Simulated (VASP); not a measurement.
# PtSe2 (P-3m1) in VASP: a series of runs

One crystal, PtSe2, is run at these levels: PBE+D3(BJ); tasks: relaxation of cell and atoms, vibrations by finite differences.

Everything below comes from runs of VASP 6.6.1. Logs are shortened: lines on timing, memory, paths and dates and some standing lists are left out, and cuts for length are marked.

**1. Starting point**

It takes space group P-3m1 (No. 164, trigonal). Conventional cell: a = 3.724 Å, b = 3.724 Å, c = 5.062 Å, α = 90.00°, β = 90.00°, γ = 120.00°. Pt (site symmetry -3m) has 6 Se at 2.49 Å as nearest neighbours. Se (site symmetry 3m) has 3 Pt at 2.49 Å as nearest neighbours.

**2. Relaxation of cell and atoms, PBE+D3(BJ)**

The input, INCAR:

```
SYSTEM = PtSe2
PREC = Accurate ; ENCUT = 520
EDIFF = 1E-7 ; ISMEAR = 0
SIGMA = 0.02 ; LREAL = .FALSE.
LASPH = .TRUE. ; NELM = 60
ALGO = Normal ; ISIF = 3
LWAVE = .FALSE. ; LCHARG = .FALSE.
GGA = PE ; IVDW = 12
IBRION = 2 ; NSW = 80
EDIFFG = -0.002
```

The input, KPOINTS:

```
Automatic mesh
0
G
  3 3 1
  0 0 0
```

The input, POSCAR:

```
PtSe2
1.0
    3.7240000000      0.0000000000      0.0000000000
   -1.8620000000      3.2250786000      0.0000000000
    0.0000000000      0.0000000000      5.0620000000
Pt Se
1 2
Direct
    0.0000000000      0.0000000000      0.0000000000
    0.3333333300      0.6666666700      0.2500000000
    0.6666666700      0.3333333300      0.7500000000
```

Potentials or basis: VASP PAW PBE potentials, release 64 (Pt, Se).

Launch:

```bash
$ cat potpaw_PBE.64/Pt/POTCAR potpaw_PBE.64/Se/POTCAR > POTCAR
$ mpirun -np 4 vasp_std > vasp.out
```

OUTCAR:

```text
SYSTEM = PtSe2
   PREC = Accurate
   ENCUT = 520
   EDIFF = 1E-7
   ISMEAR = 0
   LREAL = .FALSE.
   LASPH = .TRUE.
   NELM = 60
   ISIF = 3
   GGA = PE
   IVDW = 12
   IBRION = 2
   NSW = 80
   EDIFFG = -0.002
 IVDW          = 12

 ion  position               nearest neighbor table
   1  0.000  0.000  0.000-   2 2.49   3 2.49   2 2.49   3 2.49   3 2.49   2 2.49
   2  0.333  0.667  0.250-   1 2.49   1 2.49   1 2.49
   3  0.667  0.333  0.750-   1 2.49   1 2.49   1 2.49

  LATTYP: Found a hexagonal cell.
 ALAT       =     3.7240000000
 C/A-ratio  =     1.3592910849

  Lattice vectors:

 A1 = (   3.7240000000,   0.0000000000,   0.0000000000)
 A2 = (  -1.8620000000,   3.2250786000,   0.0000000000)
 A3 = (   0.0000000000,   0.0000000000,   5.0620000000)

Analysis of symmetry for initial positions (statically):
=====================================================================
 Subroutine PRICEL returns:
 Original cell was already a primitive cell.

 Routine SETGRP: Setting up the symmetry group for a
 hexagonal supercell.

 Subroutine GETGRP returns: Found 12 space group operations
 (whereof 12 operations were pure point group operations)
 out of a pool of 24 trial point group operations.

The static configuration has the point symmetry D_3d.

Analysis of symmetry for dynamics (positions and initial velocities):
=====================================================================
 Subroutine PRICEL returns:
 Original cell was already a primitive cell.

 Routine SETGRP: Setting up the symmetry group for a
 hexagonal supercell.

 Subroutine GETGRP returns: Found 12 space group operations
 (whereof 12 operations were pure point group operations)
 out of a pool of 24 trial point group operations.

The dynamic configuration has the point symmetry D_3d.

 Subroutine INISYM returns: Found 12 space group operations
 (whereof 12 operations are pure point group operations),
 and found     1 'primitive' translations

----------------------------------------------------------------------------------------

                                     Primitive cell

  volume of cell :      60.7956

  direct lattice vectors                    reciprocal lattice vectors
     3.724000000  0.000000000  0.000000000     0.268528464  0.155034981  0.000000000
    -1.862000000  3.225078600  0.000000000     0.000000000  0.310069962  0.000000000
     0.000000000  0.000000000  5.062000000     0.000000000  0.000000000  0.197550375

  length of vectors
     3.724000000  3.723999997  5.062000000     0.310069962  0.310069962  0.197550375

  position of ions in fractional coordinates (direct lattice)
     0.000000000  0.000000000  0.000000000
     0.333333330  0.666666670  0.250000000
     0.666666670  0.333333330  0.750000000

  ion indices of the primitive-cell ions
   primitive index   ion index
                 1           1
                 2           2
                 3           3

----------------------------------------------------------------------------------------

 KPOINTS: Automatic mesh

Automatic generation of k-mesh.
 Grid dimensions read from file:
 generate k-points for:    3    3    1

 Generating k-lattice:

  Cartesian coordinates                     Fractional coordinates (reciprocal lattice)
     0.089509488  0.051678327  0.000000000     0.333333333  0.000000000  0.000000000
     0.000000000  0.103356654  0.000000000     0.000000000  0.333333333  0.000000000
     0.000000000  0.000000000  0.197550375     0.000000000  0.000000000  1.000000000

  Length of vectors
     0.103356654  0.103356654  0.197550375

  Shift w.r.t. Gamma in fractional coordinates (k-lattice)
     0.000000000  0.000000000  0.000000000

 Subroutine IBZKPT returns following result:
 ===========================================

 Found      3 irreducible k-points:

 Following reciprocal coordinates:
            Coordinates               Weight
  0.000000  0.000000  0.000000      1.000000
  0.333333 -0.000000  0.000000      6.000000
  0.333333  0.333333  0.000000      2.000000
   k-points           NKPTS =      3   k-points in BZ     NKDIM =      3   number of bands    NBANDS=     16
   number of dos      NEDOS =    301   number of ions     NIONS =      3
   total plane-waves  NPLWV =  31360
   dimension x,y,z NGX =    28 NGY =   28 NGZ =   40
   dimension x,y,z NGXF=    56 NGYF=   56 NGZF=   80
   ions per type =               1   2
   NGX,Y,Z   is equivalent  to a cutoff of  12.50, 12.50, 13.14 a.u.
   NGXF,Y,Z  is equivalent  to a cutoff of  25.00, 25.00, 26.27 a.u.
 SYSTEM =  PtSe2
   PREC   = accura    normal or accurate (medium, high low for compatibility)
   ISTART =      0    job   : 0-new  1-cont  2-samecut
   ICHARG =      2    charge: 1-file 2-atom 10-const
   ISPIN  =      1    spin polarized calculation?
   LNONCOLLINEAR =      F non collinear calculations
   LSORBIT =      F    spin-orbit coupling
   LASPH  =      T    aspherical Exc in radial PAW
   ENCUT  =  520.0 eV  38.22 Ry    6.18 a.u.   6.92  6.92  9.41*2*pi/ulx,y,z
   NELM   =     60;   NELMIN=  2; NELMDL= -5     # of ELM steps
   EDIFF  = 0.1E-06   stopping-criterion for ELM
   LREAL  =      F    real-space projection
   EDIFFG = -.2E-02   stopping-criterion for IOM
   NSW    =     80    number of steps for IOM
   IBRION =      2    ionic relax: 0-MD 1-quasi-New 2-CG
   NFREE  =      1    steps in history (QN), initial steepest desc. (CG)
   ISIF   =      3    stress and relaxation
   ISYM   =      2    0-nonsym 1-usesym 2-fastsym
   POTIM  = 0.5000    time-step for ionic-motion
   TEBEG  =    0.0;   TEEND  =   0.0 temperature during run
   PSTRESS=    0.0 pullay stress
   NELECT =      22.0000    total number of electrons
   NUPDOWN=      -1.0000    fix difference up-down
   EMIN   =  10.00;   EMAX   =-10.00  energy-range for DOS
   EFERMI =   0.00;   METHOD = LEGACY
   ISMEAR =     0;   SIGMA  =   0.02  broadening in eV -4-tet -1-fermi 0-gaus
   EFERMI_NEDOS =   21; number of points for ismear=-14 and -15
   IALGO  =     38    algorithm
   IMIX   =      4    mixing-type and parameters
     AMIX     =   0.40;   BMIX     =  1.00
     AMIX_MAG =   1.60;   BMIX_MAG =  1.00
  volume/ion in A,a.u.               =      20.27       136.76
  Fermi-wavevector in a.u.,A,eV,Ry     =   1.166608  2.204570 18.517184  1.360975
  Thomas-Fermi vector in A             =   2.303119
   LORBIT       =      0    0 simple, 1 ext, 2 COOP (PROOUT), +10 PAW based schemes
   GGA     = PE    functional components
   LHFCALC =     F    Hartree Fock is set to
   AEXX    =    0.0000 exact exchange contribution
   IVDW    =    12    specifies the selected vdW correction
   LEPSILON=     F    determine dielectric tensor
   LRPA    =     F    only Hartree local field effects (RPA)
 conjugate gradient relaxation of ions
 non-spin polarized calculation
 Gauss-broadening in eV      SIGMA  =   0.02
  energy-cutoff  :      520.00
  volume of cell :       60.80
 maximum number of plane-waves:      1639
 NGX is ok and might be reduce to    28
   NGX = 13   NGY = 13   NGZ = 19

--------------------------------------- Ionic step        1  -------------------------------------------

 number of electron      21.9999999 magnetization

 Free energy of the ion-electron system (eV)
  ---------------------------------------------------
  ext. energy  EPLUGINS =         0.00000000
  ---------------------------------------------------
  free energy    TOTEN  =       -14.39605394 eV

  energy without entropy =      -14.39205924  energy(sigma->0) =      -14.39405659

------------------------ aborting loop because EDIFF is reached ----------------------------------------

 Edisp (eV)   -1.43094

 E8    (eV) :    -0.6140

  FORCE on cell =-STRESS in cart. coord.  units (eV):
  Direction    XX          YY          ZZ          XY          YZ          ZX
  --------------------------------------------------------------------------------------
  -------------------------------------------------------------------------------------
  Total       0.79919     0.79919     0.60648     0.00000     0.00000     0.00000
  in kB      21.06148    21.06148    15.98285     0.00000     0.00000     0.00000
  external pressure =       19.37 kB  Pullay stress =        0.00 kB
[... 100 lines left out ...]
  FREE ENERGIE OF THE ION-ELECTRON SYSTEM (eV)
  ---------------------------------------------------
  free  energy   TOTEN  =       -15.8484146330 eV

  energy  without entropy=      -15.8444199314  energy(sigma->0) =      -15.84641728

[... ionic steps 4 to 9 ...]

--------------------------------------- Ionic step       10  -------------------------------------------

 number of electron      22.0000000 magnetization

------------------------ aborting loop because EDIFF is reached ----------------------------------------

 Edisp (eV)   -1.47146

 E8    (eV) :    -0.6319
[... 71 lines left out ...]
  energy  without entropy=      -15.8741980181  energy(sigma->0) =      -15.87619537

--------------------------------------- Ionic step       12  -------------------------------------------

 number of electron      21.9999999 magnetization

 Free energy of the ion-electron system (eV)
  ---------------------------------------------------
  ext. energy  EPLUGINS =         0.00000000
  ---------------------------------------------------
  free energy    TOTEN  =       -14.40715035 eV

  energy without entropy =      -14.40315565  energy(sigma->0) =      -14.40515300

 E-fermi :   6.6666     XC(G=0): -10.8260

 val. band max:        5.8197366489   @ k =   0.0000   0.0000   0.0000
 cond. band min:       6.6761595753   @ k =   0.3333   0.3333   0.0000
 fundamental gap:      0.8564229264
 Fermi energy:         6.6666209282

 k-point     1 :       0.0000    0.0000    0.0000
  band No.  band energies     occupation
      1      -8.9459      2.00000
      2      -6.0227      2.00000
      3      -0.5546      2.00000
      4       0.5133      2.00000
      5       0.5133      2.00000
      6       2.8424      2.00000
[... 8 lines left out ...]
     15      10.9973      0.00000
     16      14.1608      0.00000

 k-point     2 :       0.3333   -0.0000    0.0000
  band No.  band energies     occupation
      1      -7.8645      2.00000
      2      -6.4800      2.00000
      3       0.3360      2.00000
      4       0.8992      2.00000
      5       1.0267      2.00000
      6       1.6433      2.00000
[... 8 lines left out ...]
     15      13.1561      0.00000
     16      14.1424      0.00000

 k-point     3 :       0.3333    0.3333    0.0000
  band No.  band energies     occupation
      1      -6.8889      2.00000
      2      -6.8889      2.00000
      3      -0.1430      2.00000
      4       0.6764      2.00000
      5       0.6764      2.00000
      6       2.0676      2.00000
[... 8 lines left out ...]
     15      14.5720      0.00000
     16      15.4290      0.00000
[... 32 lines left out ...]
  FREE ENERGIE OF THE ION-ELECTRON SYSTEM (eV)
  ---------------------------------------------------
  free  energy   TOTEN  =       -15.8781991228 eV

  energy  without entropy=      -15.8742044211  energy(sigma->0) =      -15.87620177

 reached required accuracy - stopping structural energy minimisation
```

It took 15 s on 4 MPI ranks of Intel Xeon Platinum 8375C at 2.90GHz (Ice Lake), shared host; peak memory 0.13 GiB.

Results:

| Quantity | Value |
| --- | --- |
| Free energy | -15.8782 eV |
| Relaxed volume | 19.77 Å³/atom |
| Relaxed cell | a = 3.712 Å, b = 3.712 Å, c = 4.972 Å, α = 90.00°, β = 90.00°, γ = 120.00° |
| Space group after relaxing (to 0.05 Å) | P-3m1 (No. 164) |
| Energy gained by relaxing | 17.1 meV/atom |
| Ionic steps | 12 |
| Pressure after relaxing | 0.0 GPa |
| Band gap on the k mesh | none (metal or under the smearing width) |
| Dispersion energy per atom | -0.490 eV |

Step by step:
| step | energy change (eV) | largest force (eV/Å) | pressure (GPa) | volume (Å³) |
| --- | --- | --- | --- | --- |
| 1 | 0.0000 | 0.7896 | 1.94 | 60.80 |
| 2 | -0.0015 | 0.1591 | -4.70 | 62.98 |
| 3 | -0.0214 | 0.2874 | -1.62 | 61.88 |
| 4 | -0.0402 | 0.1592 | -0.92 | 60.84 |
| 5 | -0.0478 | 0.0101 | -0.04 | 59.69 |
| 6 | -0.0510 | 0.0112 | -0.08 | 59.43 |
| 7 | -0.0512 | 0.0188 | -0.08 | 59.34 |
| 8 | -0.0512 | 0.0180 | -0.09 | 59.35 |
| 9 | -0.0511 | 0.0172 | 0.21 | 59.25 |
| 10 | -0.0512 | 0.0040 | 0.03 | 59.31 |
| 11 | -0.0512 | 0.0052 | 0.02 | 59.31 |
| 12 | -0.0512 | 0.0020 | 0.01 | 59.32 |

Final structure:
```xyz
3
Lattice="3.7118 0.0000 0.0000 -1.8559 3.2145 0.0000 0.0000 0.0000 4.9720" Properties=species:S:1:pos:R:3 pbc="T T T"
Pt    0.0000    0.0000    0.0000
Se    0.0000    2.1430    1.3164
Se    1.8559    1.0715    3.6556
```

Caveat: the k mesh is coarse (spacing up to 1.24 Å⁻¹), so the values aren't converged; pairwise dispersion overbinds metals, which lowers pressure and volume. The run has no spin-orbit coupling, so splittings on Pt are missing.

**3. Relaxation of cell and atoms, PBE+D3(BJ)**

This run uses another cell than the first one, of 19.77 Å³/atom, 0.976 times its volume.

INCAR is that of step 2.

KPOINTS is that of step 2.

The input, POSCAR:

```
PtSe2                                   
1.0
    3.7117936664      0.0000000000     -0.0000000000
   -1.8558968332      3.2145076050      0.0000000000
    0.0000000000     -0.0000000000      4.9719980239
  Pt              Se            
     1     2
Direct
     0.0000000000000000    0.0000000000000000    0.0000000000000000
     0.3333333300000021    0.6666666699999979    0.2647599030025702
     0.6666666699999979    0.3333333300000021    0.7352400969974298
```

Potentials or basis: VASP PAW PBE potentials, release 64 (Pt, Se).

Launch:

```bash
$ cat potpaw_PBE.64/Pt/POTCAR potpaw_PBE.64/Se/POTCAR > POTCAR
$ mpirun -np 4 vasp_std > vasp.out
```

It took 3.2 s on 4 MPI ranks of Intel Xeon Platinum 8375C at 2.90GHz (Ice Lake), shared host; peak memory 0.12 GiB.

It converged, with:

| Item | Value |
| --- | --- |
| Free energy | -15.8779 eV |
| Pressure after relaxing | 0.0 GPa |
| Band gap on the k mesh | none (metal or under the smearing width) |
| Dispersion energy per atom | -0.490 eV |

Final structure:
```
CELL_PARAMETERS angstrom
3.71179 0.00000 0.00000
-1.85590 3.21451 0.00000
0.00000 0.00000 4.97200
ATOMIC_POSITIONS crystal
Pt 0.00000 0.00000 0.00000
Se 0.33333 0.66667 0.26476
Se 0.66667 0.33333 0.73524
```

Levels at points of the mesh, in eV from the Fermi level:
```
           k point  band 9  band 10  band 11  band 12  band 13  band 14
(0.00, 0.00, 0.00)   -0.85    -0.85     0.72     1.26     1.26     3.63
```

Caveat: the k mesh is coarse (spacing up to 1.26 Å⁻¹), so the values aren't converged; the relaxation stopped at its first step, so nothing moved; pairwise dispersion overbinds metals, which lowers pressure and volume. Spin-orbit coupling is left out, which matters for the levels of Pt.

**4. Vibrations by finite differences, PBE+D3(BJ)**

This run uses another cell than the first one, of 19.77 Å³/atom, 0.976 times its volume.

The input, INCAR:

```
SYSTEM = PtSe2
  ALGO = Normal
  EDIFF = 1E-8
  ENCUT = 520
  GGA = PE
  IBRION = 6
  ISIF = 3
  ISMEAR = 0
  IVDW = 12
  LASPH = .TRUE.
  LCHARG = .FALSE.
  LREAL = .FALSE.
  LWAVE = .FALSE.
  NELM = 60
  NFREE = 2
  NSW = 1
  POTIM = 0.015
  PREC = Accurate
  SIGMA = 0.02
```

The input, KPOINTS:

```
k-points
0
G
  3 3 1
  0 0 0
```

POSCAR: that of step 3 with these lines changed.

```diff
@@ -2,5 +2,5 @@
 1.0
-    3.7117936664      0.0000000000     -0.0000000000
+    3.7117936664      0.0000000000      0.0000000000
    -1.8558968332      3.2145076050      0.0000000000
-    0.0000000000     -0.0000000000      4.9719980239
+    0.0000000000      0.0000000000      4.9719980239
   Pt              Se
```

Launch:

```bash
$ cat potpaw_PBE.64/Pt/POTCAR potpaw_PBE.64/Se/POTCAR > POTCAR
$ mpirun -np 4 vasp_std > vasp.out
```

Run time: 38 s. Hardware: 4 MPI ranks of Intel Xeon Platinum 8375C at 2.90GHz (Ice Lake), shared host; peak memory 0.13 GiB.

It converged, with:

```
Voigt bulk modulus            : 86 GPa
Highest phonon frequency at Γ : 240 cm⁻¹
Dispersion energy per atom    : -0.490 eV
```

Phonon frequencies in cm⁻¹ (negative: imaginary):
| q point | frequencies |
| --- | --- |
| (0.000, 0.000, 0.000) | -3 0 0 118 154 154 225 240 240 |

Elastic tensor in Voigt notation (GPa, in the Cartesian axes of the cell as first typed):
```
127 145  28  34   0   0
145 127  28 -34   0   0
 28  28 122   0   0   0
 34 -34   0   2   0   0
  0   0   0   0   2  34
  0   0   0   0  34  -9
```

Clamped-ion elastic tensor (GPa):
```
185 174  75  17   0   0
174 185  75 -17   0   0
 75  75 172   0   0   0
 17 -17   0  23   0   0
  0   0   0   0  23  17
  0   0   0   0  17   5
```

Caveat: the k mesh is coarse (spacing up to 1.26 Å⁻¹), so the values aren't converged; the elastic tensor has a negative eigenvalue, so either the cell is unstable as it stands or the mesh is too thin; pairwise dispersion overbinds metals, which lowers pressure and volume. The run has no spin-orbit coupling, so splittings on Pt are missing.
